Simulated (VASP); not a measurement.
# SnSe in VASP: notebook

The runs below take SnSe through single point, with PBE.

Program: VASP 6.6.1. These are calculated values, not measurements. Logs are shortened: lines on timing, memory, paths and dates and some standing lists are left out, and cuts for length are marked.

### Step 1. The slab as given

The cell holds a slab with vacuum, 12 atoms: a = 4.190 Å, b = 4.460 Å, c = 26.925 Å, α = 90.00°, β = 90.00°, γ = 90.00°.

### Step 2. Single point, PBE

INCAR reads:

```
SYSTEM = SnSe
PREC = Accurate
ENCUT = 280
EDIFF = 1E-7
ISMEAR = 0
SIGMA = 0.05
LREAL = .FALSE.
LASPH = .TRUE.
NELM = 120
ALGO = Normal
ISIF = 2
LWAVE = .FALSE.
LCHARG = .FALSE.
LDIPOL = .TRUE.
IDIPOL = 3
DIPOL = 0.5 0.5 0.500
GGA = PE
NBANDS = 80
LVHAR = .TRUE.
LVACPOTAV = .TRUE.
```

KPOINTS reads:

```
regular mesh
0
G
  2 2 1
  0 0 0
```

POSCAR reads:

```
SnSe
1.0
    4.1900000000      0.0000000000      0.0000000000
    0.0000000000      4.4600000000      0.0000000000
    0.0000000000      0.0000000000     26.9253000000
Se Sn
6 6
Direct
    0.7500000000      0.5210000000      0.2228387427
    0.2500000000      0.4790000000      0.3474538817
    0.7500000000      0.9790000000      0.4376924305
    0.2500000000      0.0210000000      0.5623075695
    0.7500000000      0.5210000000      0.6525461183
    0.2500000000      0.4790000000      0.7771612573
    0.2500000000      0.1030000000      0.2344408419
    0.7500000000      0.8970000000      0.3358517825
    0.2500000000      0.3970000000      0.4492945297
    0.7500000000      0.6030000000      0.5507054703
    0.2500000000      0.1030000000      0.6641482175
    0.7500000000      0.8970000000      0.7655591581
```

Potentials or basis: VASP PAW PBE potentials, release 64 (Se, Sn_d).

Command:

```
$ cat potpaw_PBE.64/Se/POTCAR potpaw_PBE.64/Sn_d/POTCAR > POTCAR
$ mpirun -np 1 vasp_std > vasp.out
```

OUTCAR:

```text
SYSTEM = SnSe
   PREC = Accurate
   ENCUT = 280
   EDIFF = 1E-7
   ISMEAR = 0
   LREAL = .FALSE.
   LASPH = .TRUE.
   NELM = 120
   ISIF = 2
   GGA = PE

 Found      4 irreducible k-points:

 Following reciprocal coordinates:
            Coordinates               Weight
  0.000000  0.000000  0.000000      1.000000
  0.500000  0.000000  0.000000      1.000000
  0.000000  0.500000  0.000000      1.000000
  0.500000  0.500000  0.000000      1.000000
   k-points           NKPTS =      4   k-points in BZ     NKDIM =      4   number of bands    NBANDS=     80
   number of dos      NEDOS =    301   number of ions     NIONS =     12
   total plane-waves  NPLWV =  86400
   dimension x,y,z NGX =    24 NGY =   24 NGZ =  150
   dimension x,y,z NGXF=    48 NGYF=   48 NGZF=  300
   ions per type =               6   6
   NGX,Y,Z   is equivalent  to a cutoff of   9.52,  8.95,  9.26 a.u.
   NGXF,Y,Z  is equivalent  to a cutoff of  19.04, 17.89, 18.52 a.u.
 SYSTEM =  SnSe
   PREC   = accura    normal or accurate (medium, high low for compatibility)
   ISTART =      0    job   : 0-new  1-cont  2-samecut
   ICHARG =      2    charge: 1-file 2-atom 10-const
   ISPIN  =      1    spin polarized calculation?
   LNONCOLLINEAR =      F non collinear calculations
   LSORBIT =      F    spin-orbit coupling
   LASPH  =      T    aspherical Exc in radial PAW
   ENCUT  =  280.0 eV  20.58 Ry    4.54 a.u.   5.72  6.09 36.74*2*pi/ulx,y,z
   NELM   =    120;   NELMIN=  2; NELMDL= -5     # of ELM steps
   EDIFF  = 0.1E-06   stopping-criterion for ELM
   LREAL  =      F    real-space projection
   EDIFFG = 0.1E-05   stopping-criterion for IOM
   NSW    =      0    number of steps for IOM
   IBRION =     -1    ionic relax: 0-MD 1-quasi-New 2-CG
   NFREE  =      0    steps in history (QN), initial steepest desc. (CG)
   ISIF   =      2    stress and relaxation
   ISYM   =      2    0-nonsym 1-usesym 2-fastsym
   POTIM  = 0.5000    time-step for ionic-motion
   TEBEG  =    0.0;   TEEND  =   0.0 temperature during run
   PSTRESS=    0.0 pullay stress
   NELECT =     120.0000    total number of electrons
   NUPDOWN=      -1.0000    fix difference up-down
   EMIN   =  10.00;   EMAX   =-10.00  energy-range for DOS
   EFERMI =   0.00;   METHOD = LEGACY
   ISMEAR =     0;   SIGMA  =   0.05  broadening in eV -4-tet -1-fermi 0-gaus
   EFERMI_NEDOS =   21; number of points for ismear=-14 and -15
   IALGO  =     38    algorithm
   IMIX   =      4    mixing-type and parameters
     AMIX     =   0.40;   BMIX     =  1.00
     AMIX_MAG =   1.60;   BMIX_MAG =  1.00
  volume/ion in A,a.u.               =      41.93       282.96
  Fermi-wavevector in a.u.,A,eV,Ry     =   1.015232  1.918511 14.023479  1.030697
  Thomas-Fermi vector in A             =   2.148506
   LORBIT       =      0    0 simple, 1 ext, 2 COOP (PROOUT), +10 PAW based schemes
   GGA     = PE    functional components
   LHFCALC =     F    Hartree Fock is set to
   AEXX    =    0.0000 exact exchange contribution
   IVDW    =     0    specifies the selected vdW correction
   LEPSILON=     F    determine dielectric tensor
   LRPA    =     F    only Hartree local field effects (RPA)
 non-spin polarized calculation
 Gauss-broadening in eV      SIGMA  =   0.05
  energy-cutoff  :      280.00
  volume of cell :      503.16
 maximum number of plane-waves:      5400
 NGX is ok and might be reduce to    24
   NGX = 11   NGY = 13   NGZ = 73

 number of electron     119.9999900 magnetization

 dipolmoment           0.000000      0.000000     -0.000000 electrons x Angstroem

 Free energy of the ion-electron system (eV)
  ---------------------------------------------------
  ext. energy  EPLUGINS =         0.00000000
  ---------------------------------------------------
  free energy    TOTEN  =       -46.26991384 eV

  energy without entropy =      -46.26991384  energy(sigma->0) =      -46.26991384

 E-fermi :   2.1530     XC(G=0):  -6.7390

 val. band max:        1.9477329686   @ k =   0.0000   0.5000   0.0000
 cond. band min:       2.3622990494   @ k =   0.5000   0.0000   0.0000
 fundamental gap:      0.4145660808
 Fermi energy:         2.1529702797

 k-point     1 :       0.0000    0.0000    0.0000
  band No.  band energies     occupation
      1     -20.0087      2.00000
      2     -20.0087      2.00000
      3     -19.9837      2.00000
      4     -19.9837      2.00000
      5     -19.9668      2.00000
      6     -19.9668      2.00000
[... 64 lines left out ...]
     71       5.5733      0.00000
     72       5.6628      0.00000

 k-point     2 :       0.5000    0.0000    0.0000
  band No.  band energies     occupation
      1     -20.0024      2.00000
      2     -20.0024      2.00000
      3     -19.9831      2.00000
      4     -19.9831      2.00000
      5     -19.9716      2.00000
      6     -19.9716      2.00000
[... 64 lines left out ...]
     71       4.0673      0.00000
     72       4.0673      0.00000

 k-point     3 :       0.0000    0.5000    0.0000
  band No.  band energies     occupation
      1     -20.0077      2.00000
      2     -20.0077      2.00000
      3     -19.9801      2.00000
      4     -19.9801      2.00000
      5     -19.9676      2.00000
      6     -19.9676      2.00000
[... 64 lines left out ...]
     71       3.6200      0.00000
     72       4.5316      0.00000

 k-point     4 :       0.5000    0.5000    0.0000
  band No.  band energies     occupation
      1     -20.0021      2.00000
      2     -20.0021      2.00000
      3     -19.9800      2.00000
      4     -19.9800      2.00000
      5     -19.9736      2.00000
      6     -19.9736      2.00000
[... 64 lines left out ...]
     71       6.5257      0.00000
     72       6.5257      0.00000
 [bands above 72 left out]

------------------------ aborting loop because EDIFF is reached ----------------------------------------

  FORCE on cell =-STRESS in cart. coord.  units (eV):
  Direction    XX          YY          ZZ          XY          YZ          ZX
  --------------------------------------------------------------------------------------
  -------------------------------------------------------------------------------------
  Total        4.6004534      2.4378868     -3.8904044      0.0000000     -0.1265981      0.0000000
  in kB       14.6487910      7.7627336    -12.3878490      0.0000000     -0.4031145      0.0000000
  external PRESSURE =       3.3412252 kB  Pullay stress =       0.0000000 kB

 VOLUME and BASIS-vectors are now :
 -----------------------------------------------------------------------------
  energy-cutoff  :      280.00
  volume of cell :      503.16
      direct lattice vectors                 reciprocal lattice vectors
     4.190000000  0.000000000  0.000000000     0.238663484  0.000000000  0.000000000
     0.000000000  4.460000000  0.000000000     0.000000000  0.224215247  0.000000000
     0.000000000  0.000000000 26.925300000     0.000000000  0.000000000  0.037139790

 POSITION                                       TOTAL-FORCE (eV/Angst)
 -----------------------------------------------------------------------------------
      3.14250      2.32366      6.00000         0.000000     -1.028204     -0.612878
      1.04750      2.13634      9.35530         0.000000      0.175125      0.239561
      3.14250      4.36634     11.78500         0.000000      0.405162     -0.384231
      1.04750      0.09366     15.14030         0.000000     -0.405162      0.384231
      3.14250      2.32366     17.57000         0.000000     -0.175125     -0.239561
      1.04750      2.13634     20.92530         0.000000      1.028204      0.612878
      1.04750      0.45938      6.31239         0.000000      1.151046      0.939308
      3.14250      4.00062      9.04291         0.000000     -0.317255     -0.120664
      1.04750      1.77062     12.09739         0.000000     -0.360219     -0.084993
      3.14250      2.68938     14.82791        -0.000000      0.360219      0.084993
      1.04750      0.45938     17.88239         0.000000      0.317255      0.120664
      3.14250      4.00062     20.61291         0.000000     -1.151046     -0.939308
 -----------------------------------------------------------------------------------
    total drift:                                0.000000      0.000000     -0.000000

  FREE ENERGIE OF THE ION-ELECTRON SYSTEM (eV)
  ---------------------------------------------------
  free  energy   TOTEN  =       -46.2699138367 eV

  energy  without entropy=      -46.2699138360  energy(sigma->0) =      -46.26991384

 vacuum level on the upper side and lower side of the slab         6.573         6.573
```

Run time: 72 s. Hardware: 1 thread of AMD EPYC 9R45 (Zen 5), shared host; peak memory 0.26 GiB.

These settings aren't checked as converged: the numbers below hold their error.

What came out:

- Free energy: -46.2699 eV
- Largest force: 1.486 eV/Å
- Band gap on the k mesh: 0.41 eV, indirect (least direct gap 0.64 eV)
- Ionisation potential of the upper face: 4.63 eV

Caveat: the k mesh is coarse (spacing up to 0.75 Å⁻¹), so the values aren't converged; the cutoff is under 1.25 times the usual one of these potentials, so pressure, stress and relaxed cells hold a basis-set (Pulay) error; spin-orbit coupling is left out, which moves the levels of the heavy elements.

### Step 3. Single point, PBE

Changes to INCAR since step 2:

```diff
@@ -2,3 +2,3 @@
 PREC = Accurate
-ENCUT = 280
+ENCUT = 520
 EDIFF = 1E-7
```

KPOINTS is that of step 2.

POSCAR is that of step 2.

Potentials or basis: VASP PAW PBE potentials, release 64 (Se, Sn_d).

Command:

```
$ cat potpaw_PBE.64/Se/POTCAR potpaw_PBE.64/Sn_d/POTCAR > POTCAR
$ mpirun -np 1 vasp_std > vasp.out
```

Run time: 3 min. Hardware: 1 thread of AMD EPYC 9R45 (Zen 5), shared host; peak memory 0.51 GiB.

These settings aren't checked as converged: the numbers below hold their error.

What came out:

| Quantity | Value |
| --- | --- |
| Free energy | -46.2785 eV |
| Largest force | 1.485 eV/Å |
| Band gap on the k mesh | 0.42 eV, indirect (least direct gap 0.64 eV) |
| Ionisation potential of the upper face | 4.62 eV |

Caveat: the k mesh is coarse (spacing up to 0.75 Å⁻¹), so the values aren't converged; spin-orbit coupling is left out, which moves the levels of the heavy elements.
